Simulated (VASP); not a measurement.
# CdTe: band gap, by functional and spin-orbit coupling

CdTe, F-43m (no. 216), 2 atoms in the cell.

| Functional | Spin-orbit coupling | Gap on the mesh (eV) |
|---|---|---|
| PBE | no | 0.87 |
| TB-mBJ | no | 1.92 |
| Becke-Johnson (c = 1) | no | 1.08 |
| mBJ (alpha 0.488, beta 0.5, e 1) | no | 1.91 |
| mBJ (alpha 0.267, beta 0.656, e 1) | no | 1.97 |
| LMBJ | no | 1.91 |
| TASK | no | 2.14 |
| LAK | no | 1.59 |
| PBE | yes | 0.60 |
| TB-mBJ | yes | 1.65 |
| LMBJ | yes | 1.64 |

Limits: rows 1, 2, 3, 4, 5, 6, 7, 8: spin-orbit coupling is left out, and with elements this heavy it changes the gap.

## Input of the first row

INCAR.step1:
```
SYSTEM = CdTe
  PREC = Accurate
  ENCUT = 520
  EDIFF = 1E-5
  ISMEAR = 0
  SIGMA = 0.02
  LREAL = .False.
  LASPH = .True.
  GGA_COMPAT = .False.
  ALGO = Normal
  NELM = 150
  ISIF = 2
  LWAVE = .True.
  LCHARG = .False.
  GGA = PE
  NBANDS = 16
  KPAR = 2
```

INCAR.step2, as INCAR.step1 but for:
```
- EDIFF = 1E-5
- NELM = 150
- ISIF = 2
- LWAVE = .True.
+ EDIFF = 1E-6
+ NELM = 300
+ ISIF = 0
+ LWAVE = .False.
+ ISTART = 1
+ LMIXTAU = .True.
```

KPOINTS:
```
k-points
0
Gamma
  6 6 6
```

KPOINTS_OPT:
```
path GXWKGLUWLK,UX
10
line-mode
reciprocal
 0.0000000000  0.0000000000  0.0000000000  G
 0.5000000000  0.0000000000  0.5000000000  X

 0.5000000000  0.0000000000  0.5000000000  X
 0.5000000000  0.2500000000  0.7500000000  W

 0.5000000000  0.2500000000  0.7500000000  W
 0.3750000000  0.3750000000  0.7500000000  K

 0.3750000000  0.3750000000  0.7500000000  K
 0.0000000000  0.0000000000  0.0000000000  G

 0.0000000000  0.0000000000  0.0000000000  G
 0.5000000000  0.5000000000  0.5000000000  L

 0.5000000000  0.5000000000  0.5000000000  L
 0.6250000000  0.2500000000  0.6250000000  U

 0.6250000000  0.2500000000  0.6250000000  U
 0.5000000000  0.2500000000  0.7500000000  W

 0.5000000000  0.2500000000  0.7500000000  W
 0.5000000000  0.5000000000  0.5000000000  L

 0.5000000000  0.5000000000  0.5000000000  L
 0.3750000000  0.3750000000  0.7500000000  K

 0.6250000000  0.2500000000  0.6250000000  U
 0.5000000000  0.0000000000  0.5000000000  X
```

POSCAR:
```
CdTe
1.0
    0.0000000000      3.2050000000      3.2050000000
    3.2050000000      0.0000000000      3.2050000000
    3.2050000000      3.2050000000      0.0000000000
Te Cd
1 1
Direct
    0.7500000000      0.7500000000      0.7500000000
    0.0000000000      0.0000000000      0.0000000000
```

Commands (each step's output is kept before the next begins):
```
cat potpaw_PBE.64/Te/POTCAR potpaw_PBE.64/Cd/POTCAR > POTCAR
cp INCAR.step1 INCAR
mpirun -np 2 vasp_std > vasp.out
cp INCAR.step2 INCAR
mpirun -np 2 vasp_std > vasp.out
```

Changes of the last row against the first:
```
(step 1)
- NBANDS = 16
- KPAR = 2
+ LSORBIT = True
+ NBANDS = 30
+ MAGMOM = 0 0 0 0 0 0
+ KPAR = 4
(step 2)
- GGA = PE
- NBANDS = 16
- KPAR = 2
+ METAGGA = LMBJ
+ LSORBIT = True
+ NBANDS = 30
+ MAGMOM = 0 0 0 0 0 0
+ KPAR = 4
- vasp_std
+ vasp_ncl
```

VASP 6.6.1 took 15 s on 2 cores (Intel Xeon 6975P-C (Granite Rapids)), a shared host.
